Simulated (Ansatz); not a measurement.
## Moving the pressure in NbH

The cell as given:

The structure is tetragonal, space group I4/mmm (No. 139). The conventional cell has a = 3.214 Å, b = 3.214 Å, c = 3.969 Å, α = 90.00°, β = 90.00°, γ = 90.00°. Nb (site symmetry 4/mmm) is surrounded by 6 H at 1.98 to 2.27 Å. H (site symmetry 4/mmm) is surrounded by 6 Nb at 1.98 to 2.27 Å.

The cell comes from a database or a generator and needn't be the stable form of this composition.

Kept alike: task relaxation of cell and atoms; functional PBEsol; k mesh 12 × 12 × 12; occupations fermi-dirac, width 0.05 eV; no spin polarisation. Program: Ansatz, all-electron LAPW, scalar-relativistic. The mesh is that of the run's cell of 2 atoms. No spin-orbit coupling.

| pressure, P (GPa) | volume (Å³/atom) |
| --- | --- |
| 0 | 9.859 |
| 2 | 9.761 |
| 5 | 9.625 |
| 10 | 9.418 |
| 20 | 9.020 |
| 30 | 8.723 |

The relaxations keep at least the cell's symmetry (I4/mmm). The runs follow the start's structure, whether or not it is the stable one at these pressures.

Task: What does the pressure change here?

Result: The volume falls from 9.859 to 8.723 Å³/atom between 0 and 30 GPa. The volume falls ever more slowly, since the solid stiffens under load. At the pressures aimed at, which the runs meet within some tenths of a GPa, the step from 0 to 5 GPa gives a mean bulk modulus near 208 GPa, the last step 299 GPa.
